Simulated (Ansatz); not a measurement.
## A series in volume scale on Bi

All results are calculated (Ansatz 0.2.0). Plane-wave DFT, scalar-relativistic PAW made under PBE with cores redone for the functional, no dispersion; the given relaxed cell is scaled uniformly, energy at zero smearing counts from the unscaled cell, pressure at the given Fermi-Dirac smearing is positive in compression.

The cell before it is scaled or strained (space group Fd-3m, No. 227):
```
Bi
1.0
      0.0000     3.6776     3.6776
      3.6776     0.0000     3.6776
      3.6776     3.6776     0.0000
Bi
2
Direct
  0.12500 0.12500 0.12500
  0.87500 0.87500 0.87500
```

Settings of every row: spin polarised no; functional revPBE; wave cutoff 420 eV; smearing width 0.1 eV; k mesh 9x9x9.

Atom starting moment: 0 on all atoms.

Limits: no spin-orbit coupling, which can matter with elements this heavy; the cell comes from a prototype or a list of computed structures and needn't be the stable phase.

```
row  volume scale  V (Å³/atom)  energy change per atom (meV)  pressure (GPa)
  1          0.88        43.77                         75.07            4.48
  2          0.92        45.76                         30.78            2.65
  3          0.96       47.749                          7.11            1.17
  4          1.04       51.728                          6.23           -0.97
  5          1.08       53.718                             ?               ?
  6          1.12       55.707                         48.71           -2.36
```

Question: what energy change per atom and pressure should row 5 give?

Worked fit of energy change per atom. Take u = (V_r/V)^(2/3) − 1 with V_r = 47.749 Å³ an atom, which is twice the finite (Eulerian) strain; such expansions in the strain, on which the Birch-Murnaghan equation of state is built, carry the rest volume and the bulk modulus. The shown rows have u = 0.05972, 0.02877, 0, -0.05196, -0.09766. Least squares give energy change per atom = 7.257 + 541.09 × u + 9902.3 × u² meV; a straight line predicts inner rows, each left out in turn, worse (root mean square 28 against 0.46 meV). The rows lie off it by 0.18, -0.24, -0.15, 0.35, -0.15 (root mean square 0.23 meV). The withheld row has u = -0.07552, so the fit gives 7.257 + 541.09 × (-0.07552) + 9902.3 × (-0.07552)² = 22.87 meV.

The calculation gave 23.17 meV. The fit lies 0.30 meV (1.3 % of the value, 0.44 % of the column's range) below it; its largest miss of a shown row is 0.35 meV.

Worked fit of pressure. Take u = (V_r/V)^(2/3) − 1 with V_r = 47.749 Å³ an atom, which is twice the finite (Eulerian) strain; such expansions in the strain, on which the Birch-Murnaghan equation of state is built, carry the rest volume and the bulk modulus. The shown rows have u = 0.05972, 0.02877, 0, -0.05196, -0.09766. Least squares give pressure = 1.179 + 47.95 × u + 120.6 × u² GPa; a straight line predicts inner rows, each left out in turn, worse (root mean square 0.34 against 0.021 GPa). The rows lie off it by 0.01, -0.01, -0.01, 0.02, -0.01. The pressure vanishes at u = -0.0263, or V = 49.7 Å³ an atom, and there the bulk modulus at fixed shape and fractions is B = −V dP/dV = (2/3)(1 + u) dP/du = 27 GPa. The withheld row has u = -0.07552, so the fit gives 1.179 + 47.95 × (-0.07552) + 120.6 × (-0.07552)² = -1.75 GPa.

The calculation gave -1.74 GPa. The fit lies 0.01 GPa (0.15 % of the column's range) below it, one unit of the last digit.
